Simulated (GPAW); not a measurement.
Runs of GPAW 26.7.0 on TaN. The structure is cubic, space group F-43m (No. 216). Conventional cell: a = 4.982 Å, b = 4.982 Å, c = 4.982 Å, α = 90.00°, β = 90.00°, γ = 90.00°. Ta (site symmetry -43m) has 4 N at 2.16 Å as nearest neighbours. N (site symmetry -43m) is surrounded by 4 Ta at 2.16 Å. The cell comes from a database or a generator and needn't be the stable form of this composition.

```csv
exact-exchange share,gap on the mesh (eV)
0.35,(a)
0.2,none
0.5,1.76
0.1,none
```

Alike in all rows: task single point; level PBEh(alpha); potentials or basis GPAW PAW data sets (gpaw-data 1.2.1), pw; no spin polarisation; cell as given; k mesh 3 × 3 × 3; cutoff (eV) 600; smearing fermi-dirac 0.05 eV; the mesh is coarse, so values aren't converged.

Q: Estimate the missing entries.

A: (a) 0.96.

Caveats: all runs use coarse meshes; exact exchange converges slowly with the k mesh, and this mesh is small; spin-orbit coupling is left out, which moves the levels of the heavy elements (some runs); an odd mesh through Γ misses points on the zone boundary, where band edges often lie (some runs).

A k mesh can miss the band edges, and the runs leave out spin-orbit coupling on Ta.

A gap of «none» marks a metal or a gap under the smearing width.

Runs at the PBE level aren't shown here.
